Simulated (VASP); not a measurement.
A run of VASP 6.6.1:

Contents of INCAR:

```
SYSTEM = MgS
PREC = Accurate
ENCUT = 520
EDIFF = 1E-6
ISMEAR = 0
SIGMA = 0.05
LREAL = .FALSE.
LASPH = .TRUE.
NELM = 100
ALGO = Fast
ISIF = 2
LWAVE = .FALSE.
LCHARG = .TRUE.
GGA = PS
LELF = .TRUE.
LVHAR = .TRUE.
NBANDS = 11
```

KPOINTS

```
Automatic mesh
0
G
  8 8 8
  0 0 0
```

POSCAR

```
MgS
1.0
    0.0000000000      2.8331200468      2.8331200468
    2.8331200468      0.0000000000      2.8331200468
    2.8331200468      2.8331200468      0.0000000000
Mg S
1 1
Direct
    0.0000000000      0.0000000000      0.0561568247
    0.7500000000      0.7500000000      0.7500000000
```

Potentials or basis: VASP PAW PBE potentials, release 64 (Mg, S).

Launch:

```bash
$ cat potpaw_PBE.64/Mg/POTCAR potpaw_PBE.64/S/POTCAR > POTCAR
$ mpirun -np 1 vasp_std > vasp.out
```

Hardware: 1 thread of AMD EPYC 7R13 Processor (Zen 3), on a shared host.

Q: Estimate the wall time of this run.

A: Run time: 91 s on 1 thread of AMD EPYC 7R13 Processor (Zen 3) (shared host), peak memory 0.19 GiB. Counts: scf iterations 15, k points 150.
